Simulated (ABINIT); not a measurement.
# ZrH2 (Fm-3m) in ABINIT: a series of runs

One crystal, ZrH2, is run at these levels: LDA; tasks: single point, relaxation of cell and atoms.

Everything below comes from runs of ABINIT 10.8.3 (patched build). Logs are shortened: lines on timing, memory, paths and dates and some standing lists are left out, and cuts for length are marked. The log counts tension as positive stress, the text compression.

## Step 1: The crystal as given

The structure is cubic, space group Fm-3m (No. 225). The conventional cell has a = 4.818 Å, b = 4.818 Å, c = 4.818 Å, α = 90.00°, β = 90.00°, γ = 90.00°. Around Zr (site symmetry m-3m) lie 8 H at 2.09 Å. Around H (site symmetry -43m) lie 4 Zr at 2.09 Å.

The cell is a database's computed one.

## Step 2: Single point, LDA

Input file run.abi:

```
# Pseudopotentials
pp_dirpath "./"
pseudos "Zr.upf, H.upf"

# Structure
acell 3*1.0 Angstrom
rprim
     0.0000000000     2.4092250000     2.4092250000
     2.4092250000     0.0000000000     2.4092250000
     2.4092250000     2.4092250000     0.0000000000
ntypat 2
znucl 40 1
natom 3
typat 1 2 2
xred
     0.0000000000     0.0000000000     0.0000000000
     0.2500000000     0.2500000000     0.2500000000
     0.7500000000     0.7500000000     0.7500000000

# Plane-wave basis
ecut 28.0

# k points
kptopt 1
ngkpt 8 8 8
nshiftk 1
shiftk 0.0 0.0 0.0

# Exchange and correlation
ixc 7

# Bands and occupations
nband 11
occopt 3
tsmear 0.00183747

# SCF cycle
nstep 100
tolvrs 1.0e-10

# Output
iomode 3
prtwf 0
prteig 0
prtebands 0
enunit 1
prtden 1
prtvha 1
prtvclmb 1
prtpot 1
prtelf 1
```

Potentials or basis: PseudoDojo NC SR LDA v0.4.1 standard.

Launch:

```sh
abinit run.abi > log 2>&1
```

run.abo:

```text
.Version 10.8.3 of ABINIT
 Symmetries : space group Fm -3 m (#225); Bravais cF (face-center cubic)
================================================================================
 Values of the parameters that define the memory need of the present run
     intxc =       0    ionmov =       0      iscf =       7    lmnmax =       6
     lnmax =       6     mgfft =      32  mpssoang =       3    mqgrid =    3001
     natom =       3  nloc_mem =       1    nspden =       1   nspinor =       1
    nsppol =       1      nsym =      48    n1xccc =    2501    ntypat =       2
    occopt =       3   xclevel =       1
       mpw =        1349          nfft =       32768          nkpt =          29
================================================================================
================================================================================

--------------------------------------------------------------------------------
------------- Echo of variables that govern the present computation ------------
--------------------------------------------------------------------------------
 -outvars: echo values of preprocessed input variables --------
            acell      1.8897261259E+00  1.8897261259E+00  1.8897261259E+00 Bohr
              amu      9.12240000E+01  1.00794000E+00
             ecut      2.80000000E+01 Hartree
           enunit           1
              ixc           7
         kptrlatt        8    0    0      0    8    0      0    0    8
          kptrlen      5.15087740E+01
            natom           3
            nband          11
            ngfft          32      32      32
             nkpt          29
            nstep         100
             nsym          48
           ntypat           2
           occopt           3
        prtebands           0
           prteig           0
           prtelf           1
           prtpot           1
         prtvclmb           1
           prtvha           1
            prtwf           0
            rprim      0.0000000000E+00  2.4092250000E+00  2.4092250000E+00
                       2.4092250000E+00  0.0000000000E+00  2.4092250000E+00
                       2.4092250000E+00  2.4092250000E+00  0.0000000000E+00
          spgroup         225
           tolvrs      1.00000000E-10
           tsmear      1.83747000E-03 Hartree
            typat      1  2  2
           xangst      0.0000000000E+00  0.0000000000E+00  0.0000000000E+00
                       1.2046125000E+00  1.2046125000E+00  1.2046125000E+00
                       3.6138375000E+00  3.6138375000E+00  3.6138375000E+00
            xcart      0.0000000000E+00  0.0000000000E+00  0.0000000000E+00
                       2.2763877128E+00  2.2763877128E+00  2.2763877128E+00
                       6.8291631385E+00  6.8291631385E+00  6.8291631385E+00
             xred      0.0000000000E+00  0.0000000000E+00  0.0000000000E+00
                       2.5000000000E-01  2.5000000000E-01  2.5000000000E-01
                       7.5000000000E-01  7.5000000000E-01  7.5000000000E-01
            znucl       40.00000    1.00000
[... 117 lines left out ...]

 ----iterations are completed or convergence reached----

 Mean square residual over all n,k,spin=   24.731E-07; max=  34.881E-05
 reduced coordinates (array xred) for    3 atoms
       0.000000000000      0.000000000000      0.000000000000
       0.250000000000      0.250000000000      0.250000000000
       0.750000000000      0.750000000000      0.750000000000
 rms dE/dt=  0.0000E+00; max dE/dt=  0.0000E+00; dE/dt below (all hartree)
    1       0.000000000000      0.000000000000      0.000000000000
    2       0.000000000000      0.000000000000      0.000000000000
    3       0.000000000000      0.000000000000      0.000000000000

 cartesian coordinates (angstrom) at end:
    1      0.00000000000000     0.00000000000000     0.00000000000000
    2      1.20461250000000     1.20461250000000     1.20461250000000
    3      3.61383750000000     3.61383750000000     3.61383750000000

 cartesian forces (hartree/bohr) at end:
    1     -0.00000000000000    -0.00000000000000    -0.00000000000000
    2     -0.00000000000000    -0.00000000000000    -0.00000000000000
    3     -0.00000000000000    -0.00000000000000    -0.00000000000000
 frms,max,avg= 0.0000000E+00 0.0000000E+00   0.000E+00  0.000E+00  0.000E+00 h/b

 cartesian forces (eV/Angstrom) at end:
    1     -0.00000000000000    -0.00000000000000    -0.00000000000000
    2     -0.00000000000000    -0.00000000000000    -0.00000000000000
    3     -0.00000000000000    -0.00000000000000    -0.00000000000000
 frms,max,avg= 0.0000000E+00 0.0000000E+00   0.000E+00  0.000E+00  0.000E+00 e/A
 length scales=  1.889726125908  1.889726125908  1.889726125908 bohr
              =  1.000000000000  1.000000000000  1.000000000000 angstroms
 Fermi (or HOMO) energy (eV) =   9.72595   Average Vxc (eV)= -11.58007
 Eigenvalues (   eV  ) for nkpt=  29  k points:
 kpt#   1, nband= 11, wtk=  0.00195, kpt=  0.0000  0.0000  0.0000 (reduced coord)
 -39.42604  -17.22746  -17.22746  -17.22746    0.15499    8.54637    9.36268    9.36268
   9.36268   11.93476   11.93476
 prteigrs : prtvol=0 or 1, do not print more k-points.

--- !EnergyTerms
iteration_state     : {dtset: 1, }
comment             : Components of total free energy in Hartree
kinetic             :  1.55457187222955E+01
hartree             :  7.33502104260812E+00
xc                  : -1.07131353035099E+01
Ewald energy        : -3.89906259786586E+01
psp_core            :  1.45267907202784E+00
local_psp           : -3.15846402462090E+01
non_local_psp       :  5.05117937677367E+00
internal            : -5.19038033146724E+01
'-kT*entropy'       : -4.28494120174217E-04
total_energy        : -5.19042318087926E+01
total_energy_eV     : -1.41238609954999E+03
band_energy         : -5.57353975912805E+00
...

 Cartesian components of stress tensor (hartree/bohr^3)
  sigma(1 1)=  2.64559179E-04  sigma(3 2)=  0.00000000E+00
  sigma(2 2)=  2.64559179E-04  sigma(3 1)=  0.00000000E+00
  sigma(3 3)=  2.64559179E-04  sigma(2 1)=  0.00000000E+00

-Cartesian components of stress tensor (GPa)         [Pressure= -7.7836E+00 GPa]
- sigma(1 1)=  7.78359976E+00  sigma(3 2)=  0.00000000E+00
- sigma(2 2)=  7.78359976E+00  sigma(3 1)=  0.00000000E+00
- sigma(3 3)=  7.78359976E+00  sigma(2 1)=  0.00000000E+00

== END DATASET(S) ==============================================================
================================================================================

 -outvars: echo values of variables after computation  --------
            acell      1.8897261259E+00  1.8897261259E+00  1.8897261259E+00 Bohr
           etotal     -5.1904231809E+01
            fcart     -0.0000000000E+00 -0.0000000000E+00 -0.0000000000E+00
                      -0.0000000000E+00 -0.0000000000E+00 -0.0000000000E+00
                      -0.0000000000E+00 -0.0000000000E+00 -0.0000000000E+00
            rprim      0.0000000000E+00  2.4092250000E+00  2.4092250000E+00
                       2.4092250000E+00  0.0000000000E+00  2.4092250000E+00
                       2.4092250000E+00  2.4092250000E+00  0.0000000000E+00
           strten      2.6455917855E-04  2.6455917855E-04  2.6455917855E-04
                       0.0000000000E+00  0.0000000000E+00  0.0000000000E+00
           xangst      0.0000000000E+00  0.0000000000E+00  0.0000000000E+00
                       1.2046125000E+00  1.2046125000E+00  1.2046125000E+00
                       3.6138375000E+00  3.6138375000E+00  3.6138375000E+00
             xred      0.0000000000E+00  0.0000000000E+00  0.0000000000E+00
                       2.5000000000E-01  2.5000000000E-01  2.5000000000E-01
                       7.5000000000E-01  7.5000000000E-01  7.5000000000E-01
 Calculation completed.
```

It took 10 s on 1 thread of Arm Neoverse V1, shared host; peak memory 0.06 GiB.

What came out:

```
Free energy                                           : -1412.3861 eV
Band gap on the k mesh                                : none (metal or under the smearing width)
Valence electrons inside the program's atomic spheres : Zr 8.38; H 1.63
```

Levels at points of the mesh, in eV from the Fermi level:
```
           k point  band 5  band 6  band 7  band 8  band 9  band 10
(0.00, 0.00, 0.00)   -9.57   -1.18   -0.36   -0.36   -0.36     2.21
(0.50, 0.00, 0.00)   -7.37   -4.38   -0.24   -0.24    3.56     3.56
(0.50, 0.50, 0.00)   -6.48   -4.48   -3.35    3.74    3.79     3.79
```

Caveat: the cutoff is too short for stress, so the log's stress isn't used.

## Step 3: Relaxation of cell and atoms, LDA

Input file run.abi:

```
# Pseudopotentials
pp_dirpath "./"
pseudos "Zr.upf, H.upf"

# Structure
acell 3*1.0 Angstrom
rprim
     0.0000000000     2.4092250000     2.4092250000
     2.4092250000     0.0000000000     2.4092250000
     2.4092250000     2.4092250000     0.0000000000
ntypat 2
znucl 40 1
natom 3
typat 1 2 2
chkprim 0
chksymtnons 0
tolsym 1.0e-6
xred
            0.0            0.0            0.0
            1/4            1/4            1/4
            3/4            3/4            3/4

# Plane-wave basis
ecut 1006.821291 eV
ecutsm 0.5

# k points
kptopt 1
ngkpt 8 8 8
nshiftk 1
shiftk 0.0 0.0 0.0

# Exchange and correlation
ixc 7

# Bands and occupations
nband 11
occopt 3
tsmear 0.05 eV

# SCF cycle
nstep 80
tolvrs 1.0e-12

# Output
iomode 3
prteig 0
prtebands 0
prtwf 0
prtden 0

# Relaxation
ionmov 2
optcell 2
ntime 50
tolmxf 2.0e-5
dilatmx 1.08
```

Potentials or basis: PseudoDojo NC SR LDA v0.4.1 standard.

Launch:

```sh
mpirun --bind-to none -np 4 abinit run.abi > log 2>&1
```

It took 24 s on 4 MPI ranks of Intel Xeon Platinum 8488C (Sapphire Rapids), shared host; peak memory 0.28 GiB.

The run converged. Its results:

```yaml
Free_energy: -1412.4349 eV
Relaxed_volume: 8.86 Å³/atom
Relaxed_cell: a = 3.349 Å, b = 3.349 Å, c = 3.349 Å, α = 60.00°, β = 60.00°, γ = 60.00°
Space_group_after_relaxing_to_0.05_Å: Fm-3m (No. 225)
Energy_gained_by_relaxing: 10.5 meV/atom
Ionic_steps: 5
Pressure_after_relaxing: 0.0 GPa
Band_gap_on_the_k_mesh: none (metal or under the smearing width)
```

Step by step:
```
step  energy change (eV)  largest force (eV/Å)  pressure (GPa)  volume (Å³)
   1              0.0000                0.0000           -6.91        27.97
   2             -0.0205                0.0000           -4.23        27.38
   3             -0.0315                0.0000            0.28        26.52
   4             -0.0315                0.0000           -0.01        26.57
   5             -0.0315                0.0000            0.00        26.57
```

Final structure:
```cif
data_structure
_symmetry_space_group_name_H-M 'P 1'
_symmetry_Int_Tables_number 1
_cell_length_a 3.3493
_cell_length_b 3.3493
_cell_length_c 3.3493
_cell_angle_alpha 60.000
_cell_angle_beta 60.000
_cell_angle_gamma 60.000
_cell_volume 26.57
loop_
_atom_site_label
_atom_site_type_symbol
_atom_site_fract_x
_atom_site_fract_y
_atom_site_fract_z
_atom_site_occupancy
Zr1 Zr 0.00000 0.00000 0.00000 1
H1 H 0.25000 0.25000 0.25000 1
H2 H 0.75000 0.75000 0.75000 1
```

## Step 4: Single point, LDA (cell relaxed)

Input file run.abi:

```
# Pseudopotentials
pp_dirpath "./"
pseudos "Zr.upf, H.upf"

# Structure
acell 3*1.0
rprim
     0.0000000000     4.4754896303     4.4754896303
     4.4754896303     0.0000000000     4.4754896303
     4.4754896303     4.4754896303     0.0000000000
ntypat 2
znucl 40 1
natom 3
typat 1 2 2
xcart
     0.0000000000     0.0000000000     0.0000000000
     1.1841635600     1.1841635600     1.1841635600
     3.5524906800     3.5524906800     3.5524906800 Angstrom
chkprim 0
chksymtnons 0
tolsym 1.0e-6

# Plane-wave basis
ecut 37.0

# k points
kptopt 1
ngkpt 8 8 8
nshiftk 1
shiftk 0.0 0.0 0.0

# Exchange and correlation
ixc 7

# Bands and occupations
nband 11
occopt 3
tsmear 0.00183747

# SCF cycle
nstep 100
tolvrs 1.0e-10

# Output
iomode 3
prtwf 0
prtden 0
prteig 0
prtebands 0
enunit 1
```

Potentials or basis: PseudoDojo NC SR LDA v0.4.1 standard.

Launch:

```sh
mpirun --bind-to none -np 4 abinit run.abi > log 2>&1
```

run.abo:

```text
.Version 10.8.3 of ABINIT
 Symmetries : space group Fm -3 m (#225); Bravais cF (face-center cubic)
================================================================================
 Values of the parameters that define the memory need of the present run
     intxc =       0    ionmov =       0      iscf =       7    lmnmax =       6
     lnmax =       6     mgfft =      36  mpssoang =       3    mqgrid =    3001
     natom =       3  nloc_mem =       1    nspden =       1   nspinor =       1
    nsppol =       1      nsym =      48    n1xccc =    2501    ntypat =       2
    occopt =       3   xclevel =       1
       mpw =        1952          nfft =       46656          nkpt =          29
================================================================================
================================================================================

--------------------------------------------------------------------------------
------------- Echo of variables that govern the present computation ------------
--------------------------------------------------------------------------------
 -outvars: echo values of preprocessed input variables --------
            acell      1.0000000000E+00  1.0000000000E+00  1.0000000000E+00 Bohr
              amu      9.12240000E+01  1.00794000E+00
          chkprim           0
      chksymtnons           0
             ecut      3.70000000E+01 Hartree
           enunit           1
              ixc           7
         kptrlatt        8    0    0      0    8    0      0    0    8
          kptrlen      5.06343851E+01
            natom           3
            nband          11
            ngfft          36      36      36
             nkpt          29
            nstep         100
             nsym          48
           ntypat           2
           occopt           3
           prtden           0
        prtebands           0
           prteig           0
            prtwf           0
            rprim      0.0000000000E+00  4.4754896303E+00  4.4754896303E+00
                       4.4754896303E+00  0.0000000000E+00  4.4754896303E+00
                       4.4754896303E+00  4.4754896303E+00  0.0000000000E+00
          spgroup         225
           tolsym      1.00000000E-06
           tolvrs      1.00000000E-10
           tsmear      1.83747000E-03 Hartree
[... 130 lines left out ...]
    3      3.55249067757113     3.55249067757113     3.55249067757113

 cartesian forces (hartree/bohr) at end:
    1     -0.00000000000000    -0.00000000000000    -0.00000000000000
    2     -0.00000000000000    -0.00000000000000    -0.00000000000000
    3     -0.00000000000000    -0.00000000000000    -0.00000000000000
 frms,max,avg= 0.0000000E+00 0.0000000E+00   0.000E+00  0.000E+00  0.000E+00 h/b

 cartesian forces (eV/Angstrom) at end:
    1     -0.00000000000000    -0.00000000000000    -0.00000000000000
    2     -0.00000000000000    -0.00000000000000    -0.00000000000000
    3     -0.00000000000000    -0.00000000000000    -0.00000000000000
 frms,max,avg= 0.0000000E+00 0.0000000E+00   0.000E+00  0.000E+00  0.000E+00 e/A
 length scales=  1.000000000000  1.000000000000  1.000000000000 bohr
              =  0.529177210544  0.529177210544  0.529177210544 angstroms
 Fermi (or HOMO) energy (eV) =  10.34250   Average Vxc (eV)= -11.82319
 Eigenvalues (   eV  ) for nkpt=  29  k points:
 kpt#   1, nband= 11, wtk=  0.00195, kpt=  0.0000  0.0000  0.0000 (reduced coord)
 -38.69056  -16.45621  -16.45621  -16.45621    0.55968    9.13324    9.95868    9.95868
   9.95868   12.70287   12.70287
 prteigrs : prtvol=0 or 1, do not print more k-points.

--- !EnergyTerms
iteration_state     : {dtset: 1, }
comment             : Components of total free energy in Hartree
kinetic             :  1.56404225639336E+01
hartree             :  7.07633986504064E+00
xc                  : -1.07493078300461E+01
Ewald energy        : -3.96639425966037E+01
psp_core            :  1.52924369857389E+00
local_psp           : -3.07906718252877E+01
non_local_psp       :  5.05230454398393E+00
internal            : -5.19056115804054E+01
'-kT*entropy'       : -4.14453430021888E-04
total_energy        : -5.19060260338354E+01
total_energy_eV     : -1.41243492290064E+03
band_energy         : -5.24805346527403E+00
...

 Cartesian components of stress tensor (hartree/bohr^3)
  sigma(1 1)=  9.37738945E-07  sigma(3 2)=  0.00000000E+00
  sigma(2 2)=  9.37738945E-07  sigma(3 1)=  0.00000000E+00
  sigma(3 3)=  9.37738945E-07  sigma(2 1)=  0.00000000E+00

-Cartesian components of stress tensor (GPa)         [Pressure= -2.7589E-02 GPa]
- sigma(1 1)=  2.75892323E-02  sigma(3 2)=  0.00000000E+00
- sigma(2 2)=  2.75892323E-02  sigma(3 1)=  0.00000000E+00
- sigma(3 3)=  2.75892323E-02  sigma(2 1)=  0.00000000E+00

== END DATASET(S) ==============================================================
================================================================================

 -outvars: echo values of variables after computation  --------
            acell      1.0000000000E+00  1.0000000000E+00  1.0000000000E+00 Bohr
           etotal     -5.1906026034E+01
            fcart     -0.0000000000E+00 -0.0000000000E+00 -0.0000000000E+00
                      -0.0000000000E+00 -0.0000000000E+00 -0.0000000000E+00
                      -0.0000000000E+00 -0.0000000000E+00 -0.0000000000E+00
            rprim      0.0000000000E+00  4.4754896303E+00  4.4754896303E+00
                       4.4754896303E+00  0.0000000000E+00  4.4754896303E+00
                       4.4754896303E+00  4.4754896303E+00  0.0000000000E+00
           strten      9.3773894541E-07  9.3773894541E-07  9.3773894540E-07
                       0.0000000000E+00  0.0000000000E+00  0.0000000000E+00
           xangst      0.0000000000E+00  0.0000000000E+00  0.0000000000E+00
                       1.1841635592E+00  1.1841635592E+00  1.1841635592E+00
                       3.5524906776E+00  3.5524906776E+00  3.5524906776E+00
             xred      0.0000000000E+00  0.0000000000E+00  0.0000000000E+00
                       2.5000000000E-01  2.5000000000E-01  2.5000000000E-01
                       7.5000000000E-01  7.5000000000E-01  7.5000000000E-01
 Calculation completed.
```

Wall time 4.3 s (4 MPI ranks of Intel Xeon Platinum 8488C (Sapphire Rapids), shared host); peak memory 0.28 GiB.

What came out:

```yaml
Free_energy: -1412.4349 eV
Pressure: 0.0 GPa
Band_gap_on_the_k_mesh: none (metal or under the smearing width)
Valence_electrons_inside_the_program's_atomic_spheres: Zr 8.41; H 1.70
```

Levels at points of the mesh, in eV from the Fermi level:
| k point | band 4 | band 5 | band 6 | band 7 | band 8 | band 9 | band 10 | band 11 |
| --- | --- | --- | --- | --- | --- | --- | --- | --- |
| (0.00, 0.00, 0.00) | -26.80 | -9.78 | -1.21 | -0.38 | -0.38 | -0.38 | 2.36 | 2.36 |
| (0.50, 0.00, 0.00) | -26.89 | -7.60 | -4.34 | -0.26 | -0.26 | 3.81 | 3.81 | 4.81 |
| (0.50, 0.50, 0.00) | -27.06 | -6.75 | -4.42 | -3.54 | 4.01 | 4.07 | 4.07 | 6.96 |

## Step 5: Overview

```tsv
task	cell	cutoff (eV)	cell freedom (optcell)	optimiser (ionmov)	cutoff smearing ecutsm (Ha)	force stop (Ha/bohr)	gap on the mesh (eV)	pressure (GPa)
single point	as given	762	-	-	-	-	none	-
relaxation of cell and atoms	relaxed	1007	2	2	0.5	2e-05	none	0.0
single point	cell relaxed	1007	-	-	-	-	none	0.0
```

Alike in all rows: level LDA; potentials or basis PseudoDojo NC SR LDA v0.4.1 standard; no spin polarisation; k mesh 8 × 8 × 8; smearing fermi-dirac 0.05 eV.

Absolute energies hang on the potentials; compare differences alone.
